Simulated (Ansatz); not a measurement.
**k-point convergence of GW for P (layers cut from the bulk crystal)**

Wanted: mesh convergence of the gap correction in P (layers cut from the bulk crystal).

Calculated with Ansatz 0.2.0; G0W0 on PBE, plane waves, PAW.

### Step 1. The structure

The cell holds 4 atoms: 4 P. Its edges and angles: a = 4.440 Å, b = 3.297 Å, c = 27.400 Å, α = 90.0°, β = 90.0°, γ = 90.0°. It derives from P. Vacuum lies along c.

The structure was relaxed with PBE-D3(BJ). The runs that relaxed it are not among those shown. The default PAW set here is soft_1. Its files were made with PBE. The Coulomb interaction is cut off across the vacuum.

### Step 2. The 2×2×1 mesh

G0W0 replaces the xc potential by the self-energy, built once from these orbitals. Only a window of levels is corrected, while the sums run over the empty bands that the input names.

The input, input.yaml:

```yaml
crystal:
  lattice:
    - [4.4396593299, 0.0, 0.0]
    - [0.0, 3.2973472277, 0.0]
    - [0.0, 0.0, 27.4]
  atoms:
    - { symbol: P, position: [0.4175149717, 0.3983795, 0.4612761587] }
    - { symbol: P, position: [0.0824850283, 0.8983795, 0.4612761587] }
    - { symbol: P, position: [0.9175149717, 0.8983795, 0.5387238413] }
    - { symbol: P, position: [0.5824850283, 0.3983795, 0.5387238413] }
  periodic: [true, true, false]
kpoints:
  mp_grid: { grid: [2, 2, 1] }
hamiltonian:
  xc: pbe
  pseudopotentials: { kind: paw, azcp: { folder: "./paw" } }
scf:
  occupations: { method: fixed }
gw:
  n_empty_bands: 302
  ecut_chi: 48.0
  qp_bands: [v2, c2]
  qp_kpoints: band_edges
  screening: { model: contour_deformation }
```

Run with:

```sh
> ansatz run input.yaml --threads 3 --pin off --max-ram 92160MiB --backend cuda --events-out ev --progress --plain --runs-dir out --devices 1 --max-vram 13GiB
```

Numbers of over 12 decimals in the logs are rounded to 6 here.

What it wrote:

```text
GPUs: using 1 of 1 available (devices: 1).
Engine: ansatz 0.2.0, x86_64-unknown-linux-gnu
Pseudopotentials: kind: paw
Pseudopotential: P, paw, valence charge 5, recommended cutoff 420 eV (normal), <dir>
Functional definition: PBE
  parameter kappa = 0.804
  parameter beta = 0.066725
  exchange = pbe_x(kappa = kappa, mu = beta*pi^2/3)
  correlation = pbe_c(beta = beta)
concurrent solve slots: 2 of 3 are kept, ahead of what memory takes: no pass of the eigensolver takes more rounds on 2
device memory: the entry about to start is reckoned to put 1.4 GiB on a device that reports 68.8 GiB free (of which the cap on the GPU budget leaves the run 13.0 GiB)
GPU FFT provider: cuFFT
GPU libraries: cuBLAS 13.8.2, cuFFT 12.4.0, cuSOLVER 12.3.4
Crystal: 4 atoms, lattice volume = 401.111 Å³
Basis set: ecut = 420 eV, 7891 PW (Γ)
Bands: 14, of which v1, the nominal top of the filled ones, is band 10 counted from 1 (9 counted from 0)
Symmetry: 8 space group operations
Space group: Pmna (ITA 53), of the structure as read, at distance tolerance 7.4e-5 Å
k-points: 4
Non-local potential: P, projectors of the file, l = 0: 2, l = 1: 2, l = 2: 1
PAW form: soft (Blöchl's): semilocal exchange-correlation on the pseudo side does not see the compensation charge
PAW one-centre angular grid: P, 110 points (default); XC on 64 Gauss nodes
Initial density: superposition of atomic densities (neutral atoms: chi_scale 0, normalization atom)
Initial wavefunctions: pseudopotential atomic-orbital guess
GPU buffer pool allocated for 138240 grid points (all kernels)
GPU transforms: local potential and band sums: pruned to the plane-wave sphere, on 30×24×192
Functional: x = pbe(κ = 0.804, μ = 0.219515), c = pbe(β = 0.066725)
SCF iter   1: F=—  HF=-3021.755522 eV  |F-HF|=—  |Δ(HF+E_count)|=         —  Δρ=1.89e-2  dr2=1.11e0  ethr=3.10e-3  ⟨swp⟩=8.5  Hψ=437  notcnv=0  defer=8
preconditioner: auto → Resta (q_TF=auto, 1.655 Å⁻¹)  ε∞=1.9  [insulator: Δε(μ)=0.891 eV  Ē_g=8.677 eV  n_scr=28 (ndim 8)  ℏωp=8.3 eV  f_vac=0.742  ε∞_Penn≈1.9  vacuum switching on, ρ_ref=5.5e-3 e/Å³]
SCF iter   2: F=—  HF=-3021.541380 eV  |F-HF|=—  |Δ(HF+E_count)|=   2.14e-1  Δρ=9.67e-3  dr2=2.52e-1  ethr=3.10e-3  ⟨swp⟩=3.0  Hψ=125  notcnv=0  defer=8
SCF iter   3: F=—  HF=-3021.495350 eV  |F-HF|=—  |Δ(HF+E_count)|=   4.60e-2  Δρ=1.03e-3  dr2=1.35e-2  ethr=1.26e-3  ⟨swp⟩=3.0  Hψ=102  notcnv=0  defer=8
SCF iter   4: F=—  HF=-3021.492389 eV  |F-HF|=—  |Δ(HF+E_count)|=   2.96e-3  Δρ=2.77e-4  dr2=2.83e-4  ethr=6.76e-5  ⟨swp⟩=3.8  Hψ=140  notcnv=0  defer=8
SCF iter   5: F=—  HF=-3021.492558 eV  |F-HF|=—  |Δ(HF+E_count)|=   1.69e-4  Δρ=7.14e-5  dr2=1.71e-5  ethr=1.41e-6  ⟨swp⟩=3.2  Hψ=144  notcnv=0  defer=8
SCF iter   6: F=—  HF=-3021.492570 eV  |F-HF|=—  |Δ(HF+E_count)|=   1.22e-5  Δρ=1.14e-5  dr2=7.81e-7  ethr=8.54e-8  ⟨swp⟩=3.0  Hψ=115  notcnv=0  defer=8
SCF iter   7: F=-3021.492570 eV  HF=-3021.492570 eV  |F-HF|=8.24e-9  |Δ(HF+E_count)|=   1.58e-7  Δρ=3.47e-6  dr2=4.34e-8  ethr=5.00e-10  ⟨swp⟩=12.8  Hψ=397  notcnv=0
SCF 1 converged in 7 iterations: F = -3021.492570 eV  dr2 = 4.34e-8
[...]
concurrent solve slots: 2 of 3 are kept, ahead of what memory takes: no pass of the eigensolver takes more rounds on 2
device memory: the entry about to start is reckoned to put 1.8 GiB on a device that reports 69.3 GiB free (of which the cap on the GPU budget leaves the run 13.0 GiB)
NSCF: frozen V_eff on 4 k-points
[...]
concurrent solve slots: 2 of 3 are kept, ahead of what memory takes: no pass of the eigensolver takes more rounds on 2
device memory: the entry about to start is reckoned to put 3.3 GiB on a device that reports 69.7 GiB free (of which the cap on the GPU budget leaves the run 13.0 GiB)
NSCF: frozen V_eff on 4 k-points
G₀W₀ screening: q 1/4
[... further progress lines ...]
SCF converged after 7 iterations
Free energy (F): -3021.492570 eV
Harris-Foulkes:  -3021.492570 eV  (|F-HF|=8.24e-9)
Internal energy: -3021.492570 eV  (E = F + TS)
E sigma→0 (E₀):  -3021.492570 eV
Fermi energy:    -4.772454 eV
--- Per-component energies (eV) ---
  E_band       = -218.247445
  E_kinetic    = 275.604682
  E_local      = -13754.869462  (includes V_loc(G=0)·N_el)
  E_nonlocal   = 130.173970
  E_hartree    = 6702.160616
  E_xc         = -290.627328
  E_vxc        = -242.667088  (∫ρ·V_xc dr)
  E_paw        = -2232.660861  (= ΣΔE_a)
  E_vpaw       = -30.810074  (= ΣTr[D̂ρ^β])
  E_aug_tail   = -0.000001  (compensation charges beyond the density's cutoff)
  E_ewald      = 6148.725814
  E_smearing   = -0.000000  (= −TS)
  E_closure    = 0.000000  (closes the sum)
  Σ components = -3021.492570   (vs F -3021.492570, Δ=0.00e0)
--- Band table (eV) ---
  k-point 0: bands = [... 6 lower, -8.2269, -6.6624, -6.5596, -4.7725, -4.0716, -3.2431, -2.0996, -1.2844]
  k-point 1: bands = [... 6 lower, -7.4920, -7.4920, -6.8176, -6.8176, -3.4796, -3.4796, -2.8360, -2.8360]
  k-point 2: bands = [... 6 lower, -7.3383, -7.3383, -5.7845, -5.7845, -2.7280, -2.7280, -1.2921, -1.2921]
  k-point 3: bands = [... 6 lower, -9.6215, -9.6215, -6.0959, -6.0959, -2.3889, -2.3889, -0.4875, -0.4875]
--- G₀W₀: contour deformation, 7 samples at zero and on the imaginary axis and 1 off it, 4 q-points, 302 empty bands' worth ---
  eigenvalues of the whole cell's RPA ε∞ on this k-mesh (on a slab, of 1 + 4πα/V) = 1.1596, 4.3797, 24.4338; static W/v taken at q = 0 is 0.311892
  gw.qp_kpoints: band_edges: 4 of 4 stored k-points solved, in 1 pass; an edge of the gap read off the rows below is read off those points alone
    ik  band        ε_KS         Σx   Σc(E_QP)       V_xc       Z   E_QP_lin       E_QP  E_QP is
     0     9     -6.5596   -17.8253     2.8901   -15.0567  0.6285    -6.4401    -6.4382  root
     0    10     -4.7725   -15.4958     1.9149   -13.7756  0.6375    -4.5818    -4.5778  root
     0    11     -4.0716    -7.4886    -3.6175   -11.1875  0.6522    -3.9896    -3.9903  root
     0    12     -3.2431    -6.9320    -4.9622   -12.2506  0.6336    -2.8669    -2.8867  root
     1     9     -6.8176   -15.1692     2.3382   -12.9500  0.6192    -6.7006    -6.6987  root
     1    10     -6.8176   -15.1692     2.3382   -12.9500  0.6192    -6.7006    -6.6987  root
     1    11     -3.4796    -7.7089    -4.1881   -12.1373  0.6436    -3.2311    -3.2393  root
     1    12     -3.4796    -7.7089    -4.1881   -12.1373  0.6436    -3.2311    -3.2393  root
     2     9     -5.7845   -15.8723     2.0484   -13.9817  0.6315    -5.6296    -5.6268  root
     2    10     -5.7845   -15.8723     2.0484   -13.9817  0.6315    -5.6296    -5.6268  root
     2    11     -2.7280    -8.3430    -4.7626   -13.4684  0.6260    -2.3424    -2.3652  root
     2    12     -2.7280    -8.3430    -4.7626   -13.4684  0.6260    -2.3424    -2.3652  root
     3     9     -6.0959   -15.4046     2.2920   -13.2256  0.6282    -5.9844    -5.9829  root
     3    10     -6.0959   -15.4046     2.2920   -13.2256  0.6282    -5.9844    -5.9829  root
     3    11     -2.3889    -7.3174    -4.2545   -11.7837  0.6418    -2.1711    -2.1771  root
     3    12     -2.3889    -7.3174    -4.2545   -11.7837  0.6418    -2.1711    -2.1771  root
```

Wall time 20 s (1 × NVIDIA H100 80GB HBM3 (shared by 6 runs) with 3 threads of AMD EPYC 7R13 (Zen 3), shared host); peak memory 1.3 GiB.

The column dr2 measures how far the density is from self-consistency, as an energy; F and HF (Harris–Foulkes) agree once it is small.

Numbers from this step:

- bands summed: 312
- plane waves in the screening matrix: 309
- q-points in the mesh: 4
- G0W0 gap on the mesh: 0.5875 eV
- k of the valence top: 0, 0, 0
- k of the conduction bottom: 0, 0, 0
- starting gap on the mesh: 0.7009 eV
- Z at the valence top: 0.6375
- Z at the conduction bottom: 0.6522
- least direct G0W0 gap on the computed points: 0.5875 eV

The gap on the mesh goes from 0.70 eV to 0.59 eV, a correction of −0.11 eV. Between the two edge states, bare exchange in place of the xc potential would open the gap by 5.42 eV, and correlation takes back 5.53 eV.

### Step 3. The 4×4×1 mesh

A second mesh at equal bands and cutoff isolates the sampling error.

input.yaml, as its differences from that of step 2:

```diff
@@ -12,3 +12,3 @@
 kpoints:
-  mp_grid: { grid: [2, 2, 1] }
+  mp_grid: { grid: [4, 4, 1] }
 hamiltonian:
```

What it wrote:

```text
GPUs: using 1 of 1 available (devices: 1).
[...]
GPU FFT provider: cuFFT
GPU libraries: cuBLAS 13.8.2, cuFFT 12.4.0, cuSOLVER 12.3.4
Crystal: 4 atoms, lattice volume = 401.111 Å³
Basis set: ecut = 420 eV, 7891 PW (Γ)
Bands: 14, of which v1, the nominal top of the filled ones, is band 10 counted from 1 (9 counted from 0)
Symmetry: 8 space group operations
[...]
k-points: 9 of 16
[...]
GPU buffer pool allocated for 138240 grid points (all kernels)
[...]
SCF iter   1: F=—  HF=-3022.764825 eV  |F-HF|=—  |Δ(HF+E_count)|=         —  Δρ=1.76e-2  dr2=9.13e-1  ethr=3.10e-3  ⟨swp⟩=8.1  Hψ=1002  notcnv=0  defer=18
[...]
SCF iter   8: F=-3022.548502 eV  HF=-3022.548502 eV  |F-HF|=7.09e-10  |Δ(HF+E_count)|=   5.12e-8  Δρ=1.09e-6  dr2=4.36e-9  ethr=5.00e-10  ⟨swp⟩=13.8  Hψ=888  notcnv=0
SCF 1 converged in 8 iterations: F = -3022.548502 eV  dr2 = 4.36e-9
[...]
0     9     -6.6891   -17.1773     2.0799   -15.0258  0.6594    -6.7614    -6.7608  root
     0    10     -4.9060   -15.2292     1.3673   -13.7549  0.6645    -5.0144    -5.0131  root
     0    11     -4.1729    -7.6208    -3.2452   -11.2801  0.6773    -3.7260    -3.7588  root
     0    12     -3.3662    -7.6794    -4.1384   -12.3457  0.6701    -2.7681    -2.8383  root
     1     9     -6.5986   -15.3145     2.1516   -12.9237  0.6477    -6.8464    -6.8377  root
     1    10     -5.3799   -15.6753     1.5876   -13.9780  0.6593    -5.4910    -5.4896  root
     1    11     -3.6625    -8.0954    -3.7176   -12.2981  0.6723    -3.1247    -3.1775  root
     1    12     -3.4701    -7.5726    -3.5495   -11.5746  0.6731    -2.9752    -3.0176  root
[...]
8     9     -6.2096   -15.5199     2.0645   -13.2432  0.6486    -6.4285    -6.4218  root
     8    10     -6.2096   -15.5199     2.0645   -13.2432  0.6486    -6.4285    -6.4218  root
     8    11     -2.5098    -7.4032    -3.9523   -11.8504  0.6679    -1.9578    -2.0149  root
     8    12     -2.5098    -7.4032    -3.9523   -11.8504  0.6679    -1.9578    -2.0149  root
[key lines of the parts left out:]
SCF converged after 8 iterations
Free energy (F): -3022.548502 eV
Fermi energy:    -4.906004 eV
```

Run time: 24 s. Hardware: 1 × NVIDIA H100 80GB HBM3 (shared by 6 runs) with 3 threads; peak memory 1.6 GiB; 9.6 s of CPU time.

Numbers from this step:

* bands summed: 312
* plane waves in the screening matrix: 309
* q-points in the mesh: 16
* G0W0 gap on the mesh: 1.254 eV
* k of the valence top: 0, 0, 0
* k of the conduction bottom: 0, 0, 0
* starting gap on the mesh: 0.7331 eV
* Z at the valence top: 0.6645
* Z at the conduction bottom: 0.6773
* least direct G0W0 gap on the computed points: 1.254 eV

Against the run with 2×2×1 mesh, 302 empty bands, screening to 48 eV, the gap moves by +0.67 eV, while the start moved by +0.03 eV.

### Step 4. The 6×8×1 mesh

input.yaml, as its differences from that of step 3:

```diff
@@ -12,3 +12,3 @@
 kpoints:
-  mp_grid: { grid: [4, 4, 1] }
+  mp_grid: { grid: [6, 8, 1] }
 hamiltonian:
```

What it wrote:

```text
GPUs: using 1 of 1 available (devices: 1).
[...]
GPU FFT provider: cuFFT
GPU libraries: cuBLAS 13.8.2, cuFFT 12.4.0, cuSOLVER 12.3.4
Crystal: 4 atoms, lattice volume = 401.111 Å³
Basis set: ecut = 420 eV, 7891 PW (Γ)
Bands: 14, of which v1, the nominal top of the filled ones, is band 10 counted from 1 (9 counted from 0)
Symmetry: 8 space group operations
[...]
k-points: 20 of 48
[...]
16    12     -2.2045    -8.7565    -4.1938   -13.6153  0.6830    -1.4247    -1.5395  root ?
    19     9     -6.2208   -15.4932     1.9658   -13.2444  0.6729    -6.5130    -6.5039  root
    19    10     -6.2208   -15.4932     1.9658   -13.2444  0.6729    -6.5130    -6.5039  root
    19    11     -2.5187    -7.4330    -3.8449   -11.8557  0.6923    -1.8767    -1.9409  root
    19    12     -2.5187    -7.4330    -3.8449   -11.8557  0.6923    -1.8767    -1.9409  root
[key lines of the parts left out:]
SCF converged after 8 iterations
Free energy (F): -3022.627271 eV
Fermi energy:    -4.918499 eV
```

It took 36 s on 1 × NVIDIA H100 80GB HBM3 (shared by 6 runs) with 3 threads; peak memory 2.2 GiB; 26 s of CPU time.

Numbers from this step:

- bands summed: 312
- plane waves in the screening matrix: 309
- G0W0 gap on the mesh: 1.400 eV
- k of the valence top: 0, 0, 0
- k of the conduction bottom: 0, 0, 0
- starting gap on the mesh: 0.7373 eV
- least direct G0W0 gap on the computed points: 1.400 eV

Against the run with 4×4×1 mesh, 302 empty bands, screening to 48 eV, the gap moves by +0.15 eV.

### Step 5. The 8×10×1 mesh

input.yaml, as its differences from that of step 4:

```diff
@@ -12,3 +12,3 @@
 kpoints:
-  mp_grid: { grid: [6, 8, 1] }
+  mp_grid: { grid: [8, 10, 1] }
 hamiltonian:
```

What it wrote:

```text
GPUs: using 1 of 1 available (devices: 1).
[...]
GPU FFT provider: cuFFT
GPU libraries: cuBLAS 13.8.2, cuFFT 12.4.0, cuSOLVER 12.3.4
Crystal: 4 atoms, lattice volume = 401.111 Å³
Basis set: ecut = 420 eV, 7891 PW (Γ)
Bands: 14, of which v1, the nominal top of the filled ones, is band 10 counted from 1 (9 counted from 0)
Symmetry: 8 space group operations
[...]
k-points: 30 of 80
[...]
25    12     -2.3205    -8.9586    -4.1322   -13.7808  0.6946    -1.4992    -1.6305  root ?
    29     9     -6.2234   -15.4910     1.9430   -13.2443  0.6808    -6.5365    -6.5270  root
    29    10     -6.2234   -15.4910     1.9430   -13.2443  0.6808    -6.5365    -6.5270  root
    29    11     -2.5208    -7.4365    -3.8178   -11.8565  0.7021    -1.8517    -1.9186  root
    29    12     -2.5208    -7.4365    -3.8178   -11.8565  0.7021    -1.8517    -1.9186  root
[key lines of the parts left out:]
SCF converged after 8 iterations
Free energy (F): -3022.630636 eV
Fermi energy:    -4.921125 eV
```

The job ended after 84 s (1 × NVIDIA H100 80GB HBM3 (shared by 6 runs) with 3 threads; peak memory 2.7 GiB; 81 s of CPU time).

Numbers from this step:

- bands summed: 312
- plane waves in the screening matrix: 309
- G0W0 gap on the mesh: 1.434 eV
- k of the valence top: 0, 0, 0
- k of the conduction bottom: 0, 0, 0
- starting gap on the mesh: 0.7379 eV
- least direct G0W0 gap on the computed points: 1.434 eV

Against the run with 6×8×1 mesh, 302 empty bands, screening to 48 eV, the gap moves by +0.03 eV.

### Step 6. The meshes together

Times are wall times on 1 × NVIDIA H100 80GB HBM3 (shared by 6 runs) with 3 threads of AMD EPYC 7R13 (Zen 3), shared host, good to a factor of about two.

```
  mesh  points  irreducible  start (eV)  G0W0 (eV)  shift (eV)  mean of 1 + 4πα/V (set by the cell height)  time
 2×2×1       4            4       0.701      0.588      −0.113                                        9.99  20 s
 4×4×1      16            9       0.733      1.254      +0.521                                        4.36  24 s
 6×8×1      48           20       0.737      1.400      +0.662                                        3.55  36 s
8×10×1      80           30       0.738      1.434      +0.696                                        3.28  84 s
```

### Step 7. Outcome

- 2×2×1: 0.588 eV (shift −0.113)
- 4×4×1: 1.254 eV (shift +0.521)
- 6×8×1: 1.400 eV (shift +0.662)
- 8×10×1: 1.434 eV (shift +0.696)
- settings: PBE start, 302 empty bands, 48 eV

In words: The shift is −0.11 eV on 2×2×1 and +0.70 eV on 8×10×1; the last step moves it by +0.034 eV. The mean of 1 + 4πα/V (set by the cell height) ranges from 3.28 to 9.99 and ends at 3.28; the coarsest mesh overstates it. From 4 to 80 points the time grows 4.1-fold. Bands and cutoff are modest here, so the values stand off the basis limit. The mesh in the plane is coarse for a sheet; gap and any exciton binding can still move on denser ones.

[Paths, hosts, dates, memory and timing lines, banners, echoed tables and standing remarks are left out of the program output.]

[Logs are printed without paths, hosts, clocks, repeated set-up lines and the standing remarks that a program may print on its own settings, such as how far it seeks lower states.]

[Runs of the session that timed out or met a known fault of the program may be left out.]

[Cells called generated may have been cut or substituted from an entry of the Crystallography Open Database or the Materials Project.]

[Hosts, paths, dates, database ids (printed as entryN), source tags and the programs' standing remarks are cut or masked in the printed files.]
